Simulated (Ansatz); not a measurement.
# How settings move the G0W0 gap of NaI (rocksalt)

NaI in the rocksalt structure, relaxed with r2SCAN; one-shot G0W0 in Ansatz without spin-orbit coupling. Calculated for a static, non-magnetic cell.

```cif
data_structure
_symmetry_space_group_name_H-M 'Fm-3m'
_symmetry_Int_Tables_number 225
_cell_length_a 6.4594
_cell_length_b 6.4594
_cell_length_c 6.4594
_cell_angle_alpha 90.000
_cell_angle_beta 90.000
_cell_angle_gamma 90.000
_cell_volume 269.52
loop_
_atom_site_label
_atom_site_type_symbol
_atom_site_symmetry_multiplicity
_atom_site_Wyckoff_symbol
_atom_site_fract_x
_atom_site_fract_y
_atom_site_fract_z
_atom_site_occupancy
Na1 Na 4 a 0.00000 0.00000 0.00000 1
I1 I 4 b 0.50000 0.00000 0.00000 1
```

Gaps are read over the mesh points alone. G0W0 here is at a finite number of bands, screening cutoff and k mesh, not at the basis limit.

| start | potentials | frequency model | mesh | empty bands | screening cutoff (eV) | Kohn-Sham gap (eV) | G0W0 gap (eV) | rough cost |
| --- | --- | --- | --- | --- | --- | --- | --- | --- |
| PBE | PAW | contour deformation | 4×4×4 | 109 | 80 | 3.66 | 5.51 | 11 core-seconds |
| PBE | PAW | contour deformation | 4×4×4 | 253 | 140 | 3.66 | 5.64 | 40 core-seconds |
| PBE | PAW | contour deformation | 4×4×4 | 465 | 210 | 3.66 | 5.68 | 2.6 core-minutes |
| HSE06 | PAW | contour deformation | 4×4×4 | 253 | 140 | 4.69 | 6.15 | 120 core-seconds |
| LDA | PAW | contour deformation | 4×4×4 | 253 | 140 | 3.34 | 5.46 | 40 core-seconds |
| r2SCAN | PAW | contour deformation | 4×4×4 | 253 | 140 | 4.45 | 6.07 | 40 core-seconds |
| PBE | PAW | Godby-Needs pole | 4×4×4 | 253 | 140 | 3.66 | 5.67 | 50 core-seconds |
| PBE | PAW | contour deformation | 6×6×6 | 109 | 80 | 3.66 | 5.51 | 70 core-seconds |
| PBE | norm-conserving | contour deformation | 4×4×4 | 253 | 140 | 3.66 | 5.54 | 70 core-seconds |

G0W0 moves the gap on the mesh from 3.66 eV (PBE) to 5.68 eV (direct at Γ). Renormalisation factors Z lie between 0.78 and 0.83.

Raising bands and cutoff together moves the gap by +0.13 eV (80 to 140 eV), then +0.04 eV (140 to 210 eV); the last step is still large, so the basis limit isn't reached. Starting from HSE06 (4.69 eV against PBE's 3.66 eV) gives 6.15 eV, +0.51 eV from G0W0@PBE at the same screening cutoff. Starting from LDA (3.34 eV against PBE's 3.66 eV) gives 5.46 eV, -0.18 eV from G0W0@PBE at the same screening cutoff. Starting from r2SCAN (4.45 eV against PBE's 3.66 eV) gives 6.07 eV, +0.43 eV from G0W0@PBE at the same screening cutoff. The Godby-Needs plasmon pole differs from contour deformation by +0.03 eV. A 6×6×6 mesh in place of 4×4×4 changes the opening over PBE by 0.00 eV (the gap on the mesh by 0.00 eV). Norm-conserving potentials (wave cutoff 1197 eV against 420 eV) shift the quasiparticle gap by -0.10 eV and the PBE gap by 0.00 eV. r2SCAN runs take a wave cutoff of 500 eV.
